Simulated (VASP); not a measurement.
A run of VASP 6.6.1:

The input INCAR:

```
PREC = Accurate
ENCUT = 600
EDIFF = 1E-7
ISMEAR = 0
SIGMA = 0.1
LREAL = False
LASPH = True
NELM = 100
ALGO = Normal
ISIF = 3
LWAVE = False
LCHARG = False
GGA = PE
IBRION = 2
NSW = 90
EDIFFG = -0.005
```

File KPOINTS:

```
Automatic mesh
0
Gamma
  18 18 18
```

Contents of POSCAR:

```
Au
1.0
   -1.6198059000      1.6198059000      1.6198059000
    1.6198059000     -1.6198059000      1.6198059000
    1.6198059000      1.6198059000     -1.6198059000
Au
1
Direct
    0.0000000000      0.0000000000      0.0000000000
```

Potentials or basis: VASP PAW PBE potentials, release 64 (Au).

Command:

```sh
$ cat potpaw_PBE.64/Au/POTCAR > POTCAR
$ mpirun -np 1 vasp_std > vasp.out
```

Hardware: 1 thread of Intel(R) Xeon(R) Platinum 8488C (Sapphire Rapids) (shared host).

Q: How long does it take, and how much memory?

A: Wall time 33 s on 1 thread of Intel(R) Xeon(R) Platinum 8488C (Sapphire Rapids), on a shared host, peak memory 0.17 GiB. Counts: scf iterations 33, k points 195, ion steps 4.
